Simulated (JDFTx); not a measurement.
Wanted: the native input for a JDFTx 1.7.0 (patched build) run.

```yaml
Task: single point
Functional: PBE
Potentials_or_basis: PseudoDojo-SR-PBE-0.5-standard with smoothed tails
Cutoff: 1388 eV
Density_cutoff: 5551 eV
k_mesh: 10 × 10 × 10
Occupations: fermi-dirac, width 0.05 eV
Spin: no spin polarisation
Local_potential_set_to_-Z/r_beyond: 6 bohr
Bands: 16
Density_cutoff_over_wavefunction_cutoff: 4
Max_SCF_steps: 100
SCF_threshold_on_the_energy: 1e-09 Ha
Solver_of_the_electrons: scf
Further_solve_for_the_empty_bands: yes
```

Cd:

```
Cd
1.0
    -1.81397    1.81561    1.82122
     1.80090   -1.81305    1.80560
     1.73307    1.73214   -1.81866
Cd
1
Direct
  0.99699 0.98496 0.01511
```

The cell isn't the ideal one: cell strained at random at fixed volume.

These files were run (other wordings do the same):

Cd.in

```
lattice \
   -3.4279046086     3.4032172265     3.2750219856 \
    3.4310056491    -3.4261603913     3.2732758787 \
    3.4416145716     3.4120819317    -3.4367693138
coords-type Lattice
ion Cd    -0.0030060000    -0.0150370000     0.0151120000 1

ion-species pseudo/Cd.upf
elec-cutoff 51
elec-ex-corr gga-PBE
kpoint-folding 10 10 10
elec-smearing Fermi 0.0018374661
elec-n-bands 16
electronic-SCF nIterations 100 energyDiffThreshold 1e-09
electronic-minimize nIterations 30 energyDiffThreshold 1e-7
converge-empty-states yes
forces-output-coords Cartesian

dump-name run.$VAR
dump End Ecomponents EigStats BandEigs Kpoints Forces Stress
```

Potentials or basis: PseudoDojo-SR-PBE-0.5-standard with smoothed tails.

Launch:

```sh
$ jdftx -c 1 -i Cd.in -o Cd.out
```

It gave:

```yaml
Pressure: 1.2 GPa
Band_gap_on_the_k_mesh: none (metal or under the smearing width)
```

It took 11 min on 1 thread of Arm Neoverse V2, with other jobs on the host, peak memory 0.75 GiB.
